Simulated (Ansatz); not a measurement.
Geometry optimisation in Ansatz: input, command and trajectory.

```yaml
crystal:
  lattice:
    - [2.9809641168, 0.0, 0.0]
    - [-1.4904820584, 2.5815906529, 0.0]
    - [0.0, 0.0, 14.6110290255]
  atoms:
    - { symbol: Ni, position: [0.0, 0.0, 0.0], spin: 1.6 }
    - { symbol: O, position: [0.6666666667, 0.3333333333, 0.0833333333], spin: 0.32 }
    - { symbol: Ni, position: [0.3333333333, 0.6666666667, 0.1666666667], spin: 1.6 }
    - { symbol: O, position: [0.0, 0.0, 0.25], spin: 0.32 }
    - { symbol: Ni, position: [0.6666666667, 0.3333333333, 0.3333333333], spin: 1.6 }
    - { symbol: O, position: [0.3333333333, 0.6666666667, 0.4166666667], spin: 0.32 }
    - { symbol: Ni, position: [0.0, 0.0, 0.5], spin: 1.6 }
    - { symbol: O, position: [0.3333333333, 0.6666666667, 0.5833333333], spin: 0.32 }
    - { symbol: Ni, position: [0.6666666667, 0.3333333333, 0.6666666667], spin: 1.6 }
    - { symbol: O, position: [0.0, 0.0, 0.75], spin: 0.32 }
    - { symbol: Ni, position: [0.3333333333, 0.6666666667, 0.8333333333], spin: 1.6 }
    - { symbol: O, position: [0.6666666667, 0.3333333333, 0.9166666667], spin: 0.32 }
basis:
  ecutwfc: 420
kpoints:
  mp_grid: { grid: [12, 12, 3] }
hamiltonian:
  xc: pbe
scf:
  occupations: { method: gaussian, width: 0.1 }
output:
  forces: true
  stress: true
  eigenvalues: true
  populations: true
magnetization:
  spin_polarized: true
relax:
  adjacent_minimum: "off"
  f_tol: 0.01
  max_steps: 45
  cell: { stress_tol: 0.05 }
```

```bash
ansatz run input.yaml --threads 2 --pin off --max-ram 5120MiB --backend cpu --events-out ev --progress --plain --runs-dir out
```

Level of theory: DFT PBE, scalar-relativistic, plane waves, PAW in Ansatz.

Of 10 frames 10 are shown, positions in Å and forces in eV/Å; the SCF threshold varies from step to step. Steps run on the plane waves of an earlier cell, with a Pulay correction in the pressure. The basis is chosen afresh for the last frame, the zero of the energies, and can be on the way; energy and pressure step there, also at an unchanged geometry.

```xyz
12
Lattice="2.9810 0.0000 0.0000 -1.4905 2.5816 0.0000 0.0000 0.0000 14.6110" Properties=species:S:1:pos:R:3:forces:R:3 pbc="T T T" step=1 free_energy_over_end_meV_per_atom=32.71 pressure_GPa=0.18
Ni    0.0000    0.0000    0.0000    0.0000    0.0000    0.0000
O     1.4905    0.8605    1.2176    0.0000    0.0000    1.2550
Ni    0.0000    1.7211    2.4352    0.0000    0.0000   -0.1120
O     0.0000    0.0000    3.6528    0.0000    0.0000    0.0000
Ni    1.4905    0.8605    4.8703    0.0000    0.0000    0.1120
O     0.0000    1.7211    6.0879    0.0000    0.0000   -1.2550
Ni    0.0000    0.0000    7.3055    0.0000    0.0000    0.0000
O     0.0000    1.7211    8.5231    0.0000    0.0000    1.2550
Ni    1.4905    0.8605    9.7407    0.0000    0.0000   -0.1120
O     0.0000    0.0000   10.9583    0.0000    0.0000    0.0000
Ni    0.0000    1.7211   12.1759    0.0000    0.0000    0.1120
O     1.4905    0.8605   13.3934    0.0000    0.0000   -1.2550
12
Lattice="2.9401 0.0000 0.0000 -1.4700 2.5462 0.0000 0.0000 0.0000 15.0050" Properties=species:S:1:pos:R:3:forces:R:3 pbc="T T T" step=2 free_energy_over_end_meV_per_atom=11.57 pressure_GPa=-0.45
Ni    0.0000    0.0000    0.0000    0.0000    0.0000    0.0000
O     1.4700    0.8487    1.2924    0.0000    0.0000    0.6850
Ni    0.0000    1.6974    2.5169    0.0000    0.0000   -0.2490
O     0.0000    0.0000    3.7513    0.0000    0.0000    0.0000
Ni    1.4700    0.8487    4.9856    0.0000    0.0000    0.2490
O     0.0000    1.6974    6.2101    0.0000    0.0000   -0.6850
Ni    0.0000    0.0000    7.5025    0.0000    0.0000    0.0000
O     0.0000    1.6974    8.7949    0.0000    0.0000    0.6850
Ni    1.4700    0.8487   10.0194    0.0000    0.0000   -0.2490
O     0.0000    0.0000   11.2538    0.0000    0.0000    0.0000
Ni    0.0000    1.6974   12.4881    0.0000    0.0000    0.2490
O     1.4700    0.8487   13.7126    0.0000    0.0000   -0.6850
12
Lattice="2.9206 0.0000 0.0000 -1.4603 2.5293 0.0000 0.0000 0.0000 15.1254" Properties=species:S:1:pos:R:3:forces:R:3 pbc="T T T" step=3 free_energy_over_end_meV_per_atom=3.61 pressure_GPa=-0.45
Ni    0.0000    0.0000    0.0000    0.0000    0.0000    0.0000
O     1.4603    0.8431    1.3466    0.0000    0.0000    0.3430
Ni    0.0000    1.6862    2.5381    0.0000    0.0000   -0.2220
O     0.0000    0.0000    3.7813    0.0000    0.0000    0.0000
Ni    1.4603    0.8431    5.0246    0.0000    0.0000    0.2220
O     0.0000    1.6862    6.2161    0.0000    0.0000   -0.3430
Ni    0.0000    0.0000    7.5627    0.0000    0.0000    0.0000
O     0.0000    1.6862    8.9092    0.0000    0.0000    0.3430
Ni    1.4603    0.8431   10.1008    0.0000    0.0000   -0.2220
O     0.0000    0.0000   11.3440    0.0000    0.0000    0.0000
Ni    0.0000    1.6862   12.5872    0.0000    0.0000    0.2220
O     1.4603    0.8431   13.7788    0.0000    0.0000   -0.3430
12
Lattice="2.9232 0.0000 0.0000 -1.4616 2.5316 0.0000 0.0000 0.0000 14.9543" Properties=species:S:1:pos:R:3:forces:R:3 pbc="T T T" step=4 free_energy_over_end_meV_per_atom=0.16 pressure_GPa=0.89
Ni    0.0000    0.0000    0.0000    0.0000    0.0000    0.0000
O     1.4616    0.8439    1.3920    0.0000    0.0000   -0.1000
Ni    0.0000    1.6877    2.4977    0.0000    0.0000    0.1050
O     0.0000    0.0000    3.7386    0.0000    0.0000    0.0000
Ni    1.4616    0.8439    4.9795    0.0000    0.0000   -0.1050
O     0.0000    1.6877    6.0851    0.0000    0.0000    0.1000
Ni    0.0000    0.0000    7.4772    0.0000    0.0000    0.0000
O     0.0000    1.6877    8.8692    0.0000    0.0000   -0.1000
Ni    1.4616    0.8439    9.9748    0.0000    0.0000    0.1050
O     0.0000    0.0000   11.2157    0.0000    0.0000    0.0000
Ni    0.0000    1.6877   12.4566    0.0000    0.0000   -0.1050
O     1.4616    0.8439   13.5623    0.0000    0.0000    0.1000
12
Lattice="2.9277 0.0000 0.0000 -1.4639 2.5355 0.0000 0.0000 0.0000 15.0226" Properties=species:S:1:pos:R:3:forces:R:3 pbc="T T T" step=5 free_energy_over_end_meV_per_atom=0.09 pressure_GPa=-0.45
Ni    0.0000    0.0000    0.0000    0.0000    0.0000    0.0000
O     1.4639    0.8452    1.3852    0.0000    0.0000    0.0130
Ni    0.0000    1.6903    2.5135    0.0000    0.0000   -0.0070
O     0.0000    0.0000    3.7557    0.0000    0.0000    0.0000
Ni    1.4639    0.8452    4.9978    0.0000    0.0000    0.0070
O     0.0000    1.6903    6.1261    0.0000    0.0000   -0.0130
Ni    0.0000    0.0000    7.5113    0.0000    0.0000    0.0000
O     0.0000    1.6903    8.8965    0.0000    0.0000    0.0130
Ni    1.4639    0.8452   10.0248    0.0000    0.0000   -0.0070
O     0.0000    0.0000   11.2670    0.0000    0.0000    0.0000
Ni    0.0000    1.6903   12.5091    0.0000    0.0000    0.0070
O     1.4639    0.8452   13.6374    0.0000    0.0000   -0.0130
12
Lattice="2.9239 0.0000 0.0000 -1.4619 2.5321 0.0000 0.0000 0.0000 15.0140" Properties=species:S:1:pos:R:3:forces:R:3 pbc="T T T" step=6 free_energy_over_end_meV_per_atom=-0.08 pressure_GPa=0.07
Ni    0.0000    0.0000    0.0000    0.0000    0.0000    0.0000
O     1.4619    0.8440    1.3852    0.0000    0.0000    0.0090
Ni    0.0000    1.6881    2.5121    0.0000    0.0000   -0.0070
O     0.0000    0.0000    3.7535    0.0000    0.0000    0.0000
Ni    1.4619    0.8440    4.9949    0.0000    0.0000    0.0070
O     0.0000    1.6881    6.1218    0.0000    0.0000   -0.0090
Ni    0.0000    0.0000    7.5070    0.0000    0.0000    0.0000
O     0.0000    1.6881    8.8922    0.0000    0.0000    0.0090
Ni    1.4619    0.8440   10.0191    0.0000    0.0000   -0.0070
O     0.0000    0.0000   11.2605    0.0000    0.0000    0.0000
Ni    0.0000    1.6881   12.5019    0.0000    0.0000    0.0070
O     1.4619    0.8440   13.6288    0.0000    0.0000   -0.0090
12
Lattice="2.9241 0.0000 0.0000 -1.4621 2.5324 0.0000 0.0000 0.0000 15.0172" Properties=species:S:1:pos:R:3:forces:R:3 pbc="T T T" step=7 free_energy_over_end_meV_per_atom=-0.07 pressure_GPa=0.00
Ni    0.0000    0.0000    0.0000    0.0000    0.0000    0.0000
O     1.4621    0.8441    1.3866    0.0000    0.0000    0.0000
Ni    0.0000    1.6883    2.5124    0.0000    0.0000    0.0000
O     0.0000    0.0000    3.7543    0.0000    0.0000    0.0000
Ni    1.4621    0.8441    4.9962    0.0000    0.0000    0.0000
O     0.0000    1.6883    6.1220    0.0000    0.0000    0.0000
Ni    0.0000    0.0000    7.5086    0.0000    0.0000    0.0000
O     0.0000    1.6883    8.8952    0.0000    0.0000    0.0000
Ni    1.4621    0.8441   10.0211    0.0000    0.0000    0.0000
O     0.0000    0.0000   11.2629    0.0000    0.0000    0.0000
Ni    0.0000    1.6883   12.5048    0.0000    0.0000    0.0000
O     1.4621    0.8441   13.6306    0.0000    0.0000    0.0000
12
Lattice="2.9241 0.0000 0.0000 -1.4621 2.5324 0.0000 0.0000 0.0000 15.0172" Properties=species:S:1:pos:R:3:forces:R:3 pbc="T T T" step=8 free_energy_over_end_meV_per_atom=0.02 pressure_GPa=-0.02
Ni    0.0000    0.0000    0.0000    0.0000    0.0000    0.0000
O     1.4621    0.8441    1.3866    0.0000    0.0000   -0.0010
Ni    0.0000    1.6883    2.5124    0.0000    0.0000    0.0010
O     0.0000    0.0000    3.7543    0.0000    0.0000    0.0000
Ni    1.4621    0.8441    4.9962    0.0000    0.0000   -0.0010
O     0.0000    1.6883    6.1220    0.0000    0.0000    0.0010
Ni    0.0000    0.0000    7.5086    0.0000    0.0000    0.0000
O     0.0000    1.6883    8.8952    0.0000    0.0000   -0.0010
Ni    1.4621    0.8441   10.0211    0.0000    0.0000    0.0010
O     0.0000    0.0000   11.2629    0.0000    0.0000    0.0000
Ni    0.0000    1.6883   12.5048    0.0000    0.0000   -0.0010
O     1.4621    0.8441   13.6306    0.0000    0.0000    0.0010
12
Lattice="2.9213 0.0000 0.0000 -1.4606 2.5299 0.0000 0.0000 0.0000 15.0423" Properties=species:S:1:pos:R:3:forces:R:3 pbc="T T T" step=9 free_energy_over_end_meV_per_atom=-0.01 pressure_GPa=0.00
Ni    0.0000    0.0000    0.0000    0.0000    0.0000    0.0000
O     1.4606    0.8433    1.3887    0.0000    0.0000    0.0010
Ni    0.0000    1.6866    2.5167    0.0000    0.0000   -0.0010
O     0.0000    0.0000    3.7606    0.0000    0.0000    0.0000
Ni    1.4606    0.8433    5.0045    0.0000    0.0000    0.0010
O     0.0000    1.6866    6.1325    0.0000    0.0000   -0.0010
Ni    0.0000    0.0000    7.5212    0.0000    0.0000    0.0000
O     0.0000    1.6866    8.9098    0.0000    0.0000    0.0010
Ni    1.4606    0.8433   10.0379    0.0000    0.0000   -0.0010
O     0.0000    0.0000   11.2817    0.0000    0.0000    0.0000
Ni    0.0000    1.6866   12.5256    0.0000    0.0000    0.0010
O     1.4606    0.8433   13.6537    0.0000    0.0000   -0.0010
12
Lattice="2.9213 0.0000 0.0000 -1.4606 2.5299 0.0000 0.0000 0.0000 15.0423" Properties=species:S:1:pos:R:3:forces:R:3 pbc="T T T" step=10 free_energy_over_end_meV_per_atom=0.00 pressure_GPa=0.00
Ni    0.0000    0.0000    0.0000    0.0000    0.0000    0.0000
O     1.4606    0.8433    1.3887    0.0000    0.0000    0.0000
Ni    0.0000    1.6866    2.5167    0.0000    0.0000   -0.0010
O     0.0000    0.0000    3.7606    0.0000    0.0000    0.0000
Ni    1.4606    0.8433    5.0045    0.0000    0.0000    0.0010
O     0.0000    1.6866    6.1325    0.0000    0.0000    0.0000
Ni    0.0000    0.0000    7.5212    0.0000    0.0000    0.0000
O     0.0000    1.6866    8.9098    0.0000    0.0000    0.0000
Ni    1.4606    0.8433   10.0379    0.0000    0.0000   -0.0010
O     0.0000    0.0000   11.2817    0.0000    0.0000    0.0000
Ni    0.0000    1.6866   12.5256    0.0000    0.0000    0.0010
O     1.4606    0.8433   13.6537    0.0000    0.0000    0.0000
```

It took 6.3 min on 2 threads of Arm Neoverse V2 (shared host), peak memory 0.87 GiB.

The state reached may not be the lowest one. The program reads another magnetic order as possibly lower. Moments started parallel, and an antiferromagnetic order may lie lower.